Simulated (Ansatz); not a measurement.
# Cu, Cu107 defect cell: relaxing cell and atoms, single point and relaxing the atoms, part 2 of 2

The task, for Cu, Cu107 defect cell: 3 runs in a chain (relaxing cell and atoms, single point and relaxing the atoms).

Ansatz 0.2.0; DFT PBE, scalar-relativistic, plane waves, PAW.

**3. Single point**

It takes the final geometry of step 2: a supercell is built.

input.yaml reads:

```yaml
crystal:
  lattice:
    - [10.8884736289, 0.0, 0.0]
    - [0.0, 10.8884736289, 0.0]
    - [0.0, 0.0, 10.8884736289]
  atoms:
    - { symbol: Cu, position: [0.6666666667, 0.0, 0.0] }
    - { symbol: Cu, position: [0.8333333333, 0.1666666667, 0.0] }
    - { symbol: Cu, position: [0.8333333333, 0.0, 0.1666666667] }
    - { symbol: Cu, position: [0.3333333333, 0.0, 0.0] }
    - { symbol: Cu, position: [0.5, 0.1666666667, 0.0] }
    - { symbol: Cu, position: [0.6666666667, 0.3333333333, 0.0] }
    - { symbol: Cu, position: [0.8333333333, 0.5, 0.0] }
    - { symbol: Cu, position: [0.5, 0.0, 0.1666666667] }
    - { symbol: Cu, position: [0.6666666667, 0.1666666667, 0.1666666667] }
    - { symbol: Cu, position: [0.8333333333, 0.3333333333, 0.1666666667] }
    - { symbol: Cu, position: [0.6666666667, 0.0, 0.3333333333] }
    - { symbol: Cu, position: [0.8333333333, 0.1666666667, 0.3333333333] }
    - { symbol: Cu, position: [0.8333333333, 0.0, 0.5] }
    - { symbol: Cu, position: [0.0, 0.0, 0.0] }
    - { symbol: Cu, position: [0.1666666667, 0.1666666667, 0.0] }
    - { symbol: Cu, position: [0.3333333333, 0.3333333333, 0.0] }
    - { symbol: Cu, position: [0.5, 0.5, 0.0] }
    - { symbol: Cu, position: [0.6666666667, 0.6666666667, 0.0] }
    - { symbol: Cu, position: [0.8333333333, 0.8333333333, 0.0] }
    - { symbol: Cu, position: [0.1666666667, 0.0, 0.1666666667] }
    - { symbol: Cu, position: [0.3333333333, 0.1666666667, 0.1666666667] }
    - { symbol: Cu, position: [0.5, 0.3333333333, 0.1666666667] }
    - { symbol: Cu, position: [0.6666666667, 0.5, 0.1666666667] }
    - { symbol: Cu, position: [0.8333333333, 0.6666666667, 0.1666666667] }
    - { symbol: Cu, position: [0.3333333333, 0.0, 0.3333333333] }
    - { symbol: Cu, position: [0.5, 0.1666666667, 0.3333333333] }
    - { symbol: Cu, position: [0.6666666667, 0.3333333333, 0.3333333333] }
    - { symbol: Cu, position: [0.8333333333, 0.5, 0.3333333333] }
    - { symbol: Cu, position: [0.5, 0.0, 0.5] }
    - { symbol: Cu, position: [0.6666666667, 0.1666666667, 0.5] }
    - { symbol: Cu, position: [0.8333333333, 0.3333333333, 0.5] }
    - { symbol: Cu, position: [0.6666666667, 0.0, 0.6666666667] }
    - { symbol: Cu, position: [0.8333333333, 0.1666666667, 0.6666666667] }
    - { symbol: Cu, position: [0.8333333333, 0.0, 0.8333333333] }
    - { symbol: Cu, position: [0.0, 0.3333333333, 0.0] }
    - { symbol: Cu, position: [0.1666666667, 0.5, 0.0] }
    - { symbol: Cu, position: [0.3333333333, 0.6666666667, 0.0] }
    - { symbol: Cu, position: [0.5, 0.8333333333, 0.0] }
    - { symbol: Cu, position: [0.0, 0.1666666667, 0.1666666667] }
    - { symbol: Cu, position: [0.1666666667, 0.3333333333, 0.1666666667] }
    - { symbol: Cu, position: [0.3333333333, 0.5, 0.1666666667] }
    - { symbol: Cu, position: [0.5, 0.6666666667, 0.1666666667] }
    - { symbol: Cu, position: [0.6666666667, 0.8333333333, 0.1666666667] }
    - { symbol: Cu, position: [0.0, 0.0, 0.3333333333] }
    - { symbol: Cu, position: [0.1666666667, 0.1666666667, 0.3333333333] }
    - { symbol: Cu, position: [0.3333333333, 0.3333333333, 0.3333333333] }
    - { symbol: Cu, position: [0.5, 0.5, 0.3333333333] }
    - { symbol: Cu, position: [0.6666666667, 0.6666666667, 0.3333333333] }
    - { symbol: Cu, position: [0.8333333333, 0.8333333333, 0.3333333333] }
    - { symbol: Cu, position: [0.1666666667, 0.0, 0.5] }
    - { symbol: Cu, position: [0.3333333333, 0.1666666667, 0.5] }
    - { symbol: Cu, position: [0.5, 0.3333333333, 0.5] }
    - { symbol: Cu, position: [0.6666666667, 0.5, 0.5] }
    - { symbol: Cu, position: [0.8333333333, 0.6666666667, 0.5] }
    - { symbol: Cu, position: [0.3333333333, 0.0, 0.6666666667] }
    - { symbol: Cu, position: [0.5, 0.1666666667, 0.6666666667] }
    - { symbol: Cu, position: [0.6666666667, 0.3333333333, 0.6666666667] }
    - { symbol: Cu, position: [0.8333333333, 0.5, 0.6666666667] }
    - { symbol: Cu, position: [0.5, 0.0, 0.8333333333] }
    - { symbol: Cu, position: [0.6666666667, 0.1666666667, 0.8333333333] }
    - { symbol: Cu, position: [0.8333333333, 0.3333333333, 0.8333333333] }
    - { symbol: Cu, position: [0.0, 0.6666666667, 0.0] }
    - { symbol: Cu, position: [0.1666666667, 0.8333333333, 0.0] }
    - { symbol: Cu, position: [0.0, 0.5, 0.1666666667] }
    - { symbol: Cu, position: [0.1666666667, 0.6666666667, 0.1666666667] }
    - { symbol: Cu, position: [0.3333333333, 0.8333333333, 0.1666666667] }
    - { symbol: Cu, position: [0.0, 0.3333333333, 0.3333333333] }
    - { symbol: Cu, position: [0.1666666667, 0.5, 0.3333333333] }
    - { symbol: Cu, position: [0.3333333333, 0.6666666667, 0.3333333333] }
    - { symbol: Cu, position: [0.5, 0.8333333333, 0.3333333333] }
    - { symbol: Cu, position: [0.0, 0.1666666667, 0.5] }
    - { symbol: Cu, position: [0.1666666667, 0.3333333333, 0.5] }
    - { symbol: Cu, position: [0.3333333333, 0.5, 0.5] }
    - { symbol: Cu, position: [0.5, 0.6666666667, 0.5] }
    - { symbol: Cu, position: [0.6666666667, 0.8333333333, 0.5] }
    - { symbol: Cu, position: [0.0, 0.0, 0.6666666667] }
    - { symbol: Cu, position: [0.1666666667, 0.1666666667, 0.6666666667] }
    - { symbol: Cu, position: [0.3333333333, 0.3333333333, 0.6666666667] }
    - { symbol: Cu, position: [0.5, 0.5, 0.6666666667] }
    - { symbol: Cu, position: [0.6666666667, 0.6666666667, 0.6666666667] }
    - { symbol: Cu, position: [0.8333333333, 0.8333333333, 0.6666666667] }
    - { symbol: Cu, position: [0.1666666667, 0.0, 0.8333333333] }
    - { symbol: Cu, position: [0.3333333333, 0.1666666667, 0.8333333333] }
    - { symbol: Cu, position: [0.5, 0.3333333333, 0.8333333333] }
    - { symbol: Cu, position: [0.6666666667, 0.5, 0.8333333333] }
    - { symbol: Cu, position: [0.8333333333, 0.6666666667, 0.8333333333] }
    - { symbol: Cu, position: [0.0, 0.8333333333, 0.1666666667] }
    - { symbol: Cu, position: [0.0, 0.6666666667, 0.3333333333] }
    - { symbol: Cu, position: [0.1666666667, 0.8333333333, 0.3333333333] }
    - { symbol: Cu, position: [0.0, 0.5, 0.5] }
    - { symbol: Cu, position: [0.1666666667, 0.6666666667, 0.5] }
    - { symbol: Cu, position: [0.3333333333, 0.8333333333, 0.5] }
    - { symbol: Cu, position: [0.0, 0.3333333333, 0.6666666667] }
    - { symbol: Cu, position: [0.1666666667, 0.5, 0.6666666667] }
    - { symbol: Cu, position: [0.3333333333, 0.6666666667, 0.6666666667] }
    - { symbol: Cu, position: [0.5, 0.8333333333, 0.6666666667] }
    - { symbol: Cu, position: [0.0, 0.1666666667, 0.8333333333] }
    - { symbol: Cu, position: [0.1666666667, 0.3333333333, 0.8333333333] }
    - { symbol: Cu, position: [0.3333333333, 0.5, 0.8333333333] }
    - { symbol: Cu, position: [0.5, 0.6666666667, 0.8333333333] }
    - { symbol: Cu, position: [0.6666666667, 0.8333333333, 0.8333333333] }
    - { symbol: Cu, position: [0.0, 0.8333333333, 0.5] }
    - { symbol: Cu, position: [0.0, 0.6666666667, 0.6666666667] }
    - { symbol: Cu, position: [0.1666666667, 0.8333333333, 0.6666666667] }
    - { symbol: Cu, position: [0.0, 0.5, 0.8333333333] }
    - { symbol: Cu, position: [0.1666666667, 0.6666666667, 0.8333333333] }
    - { symbol: Cu, position: [0.3333333333, 0.8333333333, 0.8333333333] }
    - { symbol: Cu, position: [0.0, 0.8333333333, 0.8333333333] }
scf:
  occupations: { method: gaussian, width: 0.1 }
output:
  forces: true
  stress: true
  eigenvalues: true
kpoints:
  mp_grid: { grid: [4, 4, 4] }
hamiltonian:
  xc: pbe
```

Launch:

```sh
> ansatz run input.yaml --threads 8 --pin off --max-ram 24576MiB --backend cpu --events-out ev --progress --plain --runs-dir out
```

Standard output (excerpt; [...] marks lines left out):

```text
Warning: RAYON_NUM_THREADS=8 ignored (pool sized by the plan → 8); use --threads N
[...]
Pseudopotentials: kind: paw
Pseudopotential: Cu, paw, valence charge 19, recommended cutoff 420 eV (normal), Cu.paw.azcp
Functional definition: PBE
[...]
Crystal: 108 atoms, lattice volume = 1290.925 Å³
Basis set: ecut = 420 eV, 25341 PW (Γ), exchange–correlation on 150×150×150 points (8 copies of the dense FFT grid, shifted against one another)
Bands: 1232, of which v1, the nominal top of the filled ones, is band 1026 counted from 1 (1025 counted from 0)
Symmetry: 5184 space group operations
Space group: Fm-3m (ITA 225), of the structure as read, at distance tolerance 1.1e-4 Å
k-points: 10 of 64
[...]
SCF iter   1: F=—  HF=-715519.039829 eV  |F-HF|=—  |Δ(HF+E_count)|=         —  Δρ=9.84e-4  dr2=5.50e-3  ethr=1.77e-3  ⟨swp⟩=5.0  Hψ=40234  notcnv=0  defer=569
[...]
SCF iter   7: F=-715519.046112 eV  HF=-715519.046112 eV  |F-HF|=1.76e-8  |Δ(HF+E_count)|=   5.24e-9  Δρ=4.34e-7  dr2=1.18e-9  ethr=1.00e-12  ⟨swp⟩=3.2  Hψ=31445  notcnv=0
[...]
SCF converged after 7 iterations
Free energy (F): -715519.046112 eV
[...]
E sigma→0 (E₀):  -715518.985569 eV
Entropy (-TS):   -0.121086 eV (-1.121 meV/atom)
Fermi energy:    16.535173 eV
[...]
--- Forces (eV/Å), atoms counted from 1 ---
  atom   1  Cu     0.00000000     0.00000000     0.00000000
  atom   2  Cu    -0.00000000     0.00000000    -0.00000000
  atom   3  Cu     0.00000000    -0.00000000    -0.00000000
  atom   4  Cu     0.00000000     0.00000000    -0.00000000
  atom   5  Cu     0.00000000    -0.00000000     0.00000000
  atom   6  Cu     0.00000000    -0.00000000    -0.00000000
  atom   7  Cu     0.00000000    -0.00000000    -0.00000000
  atom   8  Cu     0.00000000    -0.00000000     0.00000000
[...]
--- Stress (GPa, compression-positive) ---
        0.041885       0.000000       0.000000
        0.000000       0.041885      -0.000000
       -0.000000      -0.000000       0.041885
  P = ⅓ Tr σ = 0.0419 GPa (0.419 kbar)
--- Band table (eV; the first three rows and the last of 10) ---
[...]
```

Run time: 2.3 min. Hardware: 8 threads of AMD EPYC 9R45 (Zen 5), shared host; peak memory 14 GiB.

**4. Relaxing the atoms: Cu107 defect cell**

It takes the final geometry of step 2: a supercell is built; 1 atom is removed.

input.yaml, as its differences from that of step 3:

```diff
@@ -6,3 +6,2 @@
   atoms:
-    - { symbol: Cu, position: [0.6666666667, 0.0, 0.0] }
     - { symbol: Cu, position: [0.8333333333, 0.1666666667, 0.0] }
@@ -118,3 +117,3 @@
   forces: true
-  stress: true
+  stress: false
   eigenvalues: true
@@ -124 +123,4 @@
   xc: pbe
+relax:
+  f_tol: 0.01
+  max_steps: 25
```

Launch:

```sh
> ansatz run input.yaml --threads 8 --pin off --max-ram 24576MiB --backend cpu --events-out ev --progress --plain --runs-dir out
```

Standard output (excerpt; [...] marks lines left out):

```text
Warning: RAYON_NUM_THREADS=8 ignored (pool sized by the plan → 8); use --threads N
[...]
[... 3 set-up lines as earlier in the session ...]
[...]
Crystal: 107 atoms, lattice volume = 1290.925 Å³
Basis set: ecut = 420 eV, 25341 PW (Γ), exchange–correlation on 150×150×150 points (8 copies of the dense FFT grid, shifted against one another)
Bands: 1220, of which v1, the nominal top of the filled ones, is band 1017 counted from 1 (1016 counted from 0)
[... 1 set-up line as earlier in the session ...]
Space group: Pm-3m (ITA 221), of the structure as read, at distance tolerance 1.1e-4 Å
k-points: 10 of 64
[...]
SCF iter   1: F=—  HF=-708892.732932 eV  |F-HF|=—  |Δ(HF+E_count)|=         —  Δρ=1.05e-3  dr2=1.68e-2  ethr=1.77e-3  ⟨swp⟩=5.0  Hψ=39903  notcnv=0  defer=651
[...]
    - { symbol: Cu, position: [-0.0007869073762763928, 0.16610042314607387, 0.8338995768539261] }
    - { symbol: Cu, position: [0.16666666666666669, 0.3329477750568145, 0.8335949442484514] }
    - { symbol: Cu, position: [0.3337188916098521, 0.5, 0.8335949442484514] }
    - { symbol: Cu, position: [0.5005662435205928, 0.667453574042943, 0.8338995768539261] }
    - { symbol: Cu, position: [0.6666666666666666, 0.8353742818779138, 0.8353742818779138] }
    - { symbol: Cu, position: [-0.00038555827651880214, 0.8335949442484514, 0.5] }
    - { symbol: Cu, position: [-0.0003580865787403562, 0.667024753245407, 0.667024753245407] }
    - { symbol: Cu, position: [0.16666666666666669, 0.8335949442484514, 0.6670522249431854] }
    - { symbol: Cu, position: [-0.0003855582765188022, 0.5, 0.8335949442484514] }
    - { symbol: Cu, position: [0.16666666666666669, 0.6670522249431854, 0.8335949442484514] }
    - { symbol: Cu, position: [0.33412024070960966, 0.8338995768539261, 0.8338995768539261] }
    - { symbol: Cu, position: [-0.0007869073762763928, 0.8338995768539261, 0.8338995768539261] }
```

It took 12 min on 8 threads of AMD EPYC 9R45 (Zen 5), shared host; peak memory 14 GiB.

The steps of the relaxation:

```csv
step,E - E(step 1) (eV/cell),largest force component (eV/Å)
1,0.0000,0.1178
2,-0.0240,0.0775
3,-0.0400,0.0038
4,-0.0400,0.0038
```

Step 1 is the start.

**5. Results**

This closing draws on all 2 parts.

| step | system | k mesh | energy (eV) | gap on the mesh (eV) | time |
| --- | --- | --- | --- | --- | --- |
| 2 | Cu | 38×38×38 | -6625.174 | 0.00 | 6.2 s |
| 3 | Cu | 4×4×4 | -715518.986 | 0.00 | 2.3 min |
| 4 | Cu107 defect cell | 4×4×4 | -708892.724 | 0.00 | 12 min |

Totals of different systems or levels have different zeros; only balanced differences at one level mean anything.

| quantity | value |
| --- | --- |
| relaxed cell, step 2 (conventional) | a = 3.629 Å, b = 3.629 Å, c = 3.629 Å, α = 90.00°, β = 90.00°, γ = 90.00° |

In words: A measured lattice constant a of Cu is 3.615 Å (300 K; quoted in “Multiple origins of extra electron diffractions in fcc metals”, 2023, arxiv:2311.10326); the calculated 3.629 Å misses it by +0.4 %. That is the cell relaxed with PBE, without thermal expansion or zero-point motion.
